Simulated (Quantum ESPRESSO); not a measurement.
The system is PbO (Litharge).

```xyz
4
Lattice="3.9900 0.0000 0.0000 0.0000 3.9900 0.0000 0.0000 0.0000 5.0100" Properties=species:S:1:pos:R:3 pbc="T T T"
Pb    1.9950    0.0000    3.8076
Pb    0.0000    1.9950    1.2024
O     1.9950    1.9950    0.0000
O     0.0000    0.0000    0.0000
```

Base run:

```yaml
Program: Quantum ESPRESSO 7.5
Functional: PBEsol
Potentials_or_basis: GBRV 1.5 PBEsol
Cutoff: 612 eV
Density_cutoff: 4898 eV
k_mesh: 7 × 7 × 6
Occupations: fermi-dirac, width 0.05 eV
Spin: no spin polarisation
```

Its results: band gap on the k mesh 1.38 eV, indirect (least direct gap 2.31 eV); pressure -1.2 GPa; largest force 0.364 eV/Å.

Problem. The run is repeated on the same cell with these changes: functional from PBEsol to LDA; potentials or basis from GBRV 1.5 PBEsol to GBRV 1.5 LDA. What comes out?

Solution. Band gap on the k mesh 1.40 eV, indirect (least direct gap 2.29 eV); pressure -3.9 GPa; largest force 0.623 eV/Å.

Caveats: spin-orbit coupling is left out, which as a rule narrows the gap of such compounds by several tenths of an eV; an odd mesh through Γ misses points on the zone boundary, where band edges often lie (some runs); some levels on the path didn't converge (some runs); the mesh misses the band edges, which the band path finds closer together (some runs).
